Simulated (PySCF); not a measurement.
Molecule: methyl methacrylate (COC(C(=C)C)=O, C$_{5}$H$_{8}$O$_{2}$).

Geometry (Å), atoms numbered from 1 in this order:
```xyz
15

C    -1.966    1.237   -0.380
C    -1.071    0.257   -0.295
C    -1.411   -1.198   -0.324
C     0.364    0.629   -0.170
O     0.774    1.760   -0.075
O     1.159   -0.453   -0.182
C     2.559   -0.242   -0.087
H    -3.020    1.042   -0.477
H    -1.652    2.266   -0.354
H    -2.485   -1.335   -0.420
H    -0.912   -1.683   -1.161
H    -1.068   -1.682    0.588
H     2.906   -0.596    0.885
H     3.036   -0.815   -0.882
H     2.784    0.821   -0.194
```

Frames of a GFN2-xTB Langevin trajectory at 400 K; GIAO PBE0/pcSseg-1 shieldings in PySCF, gas phase, non-relativistic; equivalent atoms averaged within each frame.

Shifts are taken against calculated references (same method and geometry level): $^{13}$C (σ = 186.93 ppm) and $^{1}$H (σ = 31.72 ppm) vs TMS; $^{17}$O (σ = 336.08 ppm) vs H2O. The references are static minima.

Task: How do the shifts (ppm) fluctuate along the trajectory?

Result: 
```
         time (fs)     C4     C2     C1    C7    C3     O5     O6    H8    H9  H13/H14/H15
optimised geometry  172.1  144.3  136.0  50.6  21.8  394.6  181.3  5.94  6.77         4.18
               250  168.7  145.0  136.6  57.8  21.2  421.8  189.1  6.52  6.25         4.66
               425  174.3  143.0  125.9  49.4  14.8  387.3  159.6  5.13  6.70         3.95
               625  183.6  137.3  148.4  49.8  13.6  424.5  174.0  7.72  8.95         4.25
               800  171.5  143.1  140.5  54.3  23.3  443.9  185.6  6.09  7.35         4.51
              1000  165.5  143.5  135.0  57.9  30.8  408.0  186.4  7.06  5.92         4.31
    mean of frames  172.7  142.4  137.3  53.8  20.7  417.1  178.9  6.50  7.03         4.34
standard deviation    6.9    2.9    8.2   4.1   6.9   21.0   12.2  0.98  1.20         0.27
```

5 frames give an uncertainty of the mean of about the standard deviation over 2.2 at best, since frames this close in time may not be independent; classical motion lacks zero-point vibration, and the reference would need the same averaging.
